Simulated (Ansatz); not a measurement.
# InP under changes of volume

One of the cells (25.167 Å³/atom); the others are scaled copies at fixed shape and fractional positions:

```
In P
1.0
     0.00000    2.93050    2.93050
     2.93050    0.00000    2.93050
     2.93050    2.93050    0.00000
In P
1 1
Direct
  0.00000 0.00000 0.00000
  0.75000 0.75000 0.75000
```

| Item | Value |
| --- | --- |
| Program | Ansatz 0.2.0 |
| Functional | PBE |
| Potentials or basis | PseudoDojo stringent (PBE files) |
| Cutoff | 1116 eV |
| Density cutoff | 4463 eV |
| k mesh | 8 × 8 × 8 |
| Occupations | fermi-dirac, width 0.05 eV |
| Spin | no spin polarisation |

```tsv
volume (Å³/atom)	energy over the lowest point (meV/atom)	pressure (GPa)	gap on the mesh (eV)
23.657	68.31	8.7	1.05
24.160	44.19	6.7	0.93
24.663	?	?	?
25.167	12.83	3.4	0.71
25.670	4.47	2.0	0.60
26.173	0.34	0.7	0.50
26.677	0.00	-0.4	0.39
```

Question: What does the run at 24.663 Å³/atom give?

Answer: Energy over the lowest point 25.89 meV/atom; pressure 5.0 GPa; gap on the mesh 0.82 eV.

Worked out: A Birch-Murnaghan fit of order 3 (a polynomial in V^(-2/3)) to the other rows has its minimum at 26.47 Å³/atom with B0 = V·E''(V) = 60 GPa and B' = 4.6. It gives 25.90 meV/atom at 24.663 Å³/atom, against the run's 25.89, and -dE/dV = 5.0 GPa, against 5.0. A straight line through the other rows of the gap, of slope -5.46 eV per unit of ln V (its deformation potential), gives 0.82 eV, against the run's 0.82.

Energies are extrapolated to zero smearing.

Caveats: spin-orbit coupling is left out, which moves the levels of the heavy elements.
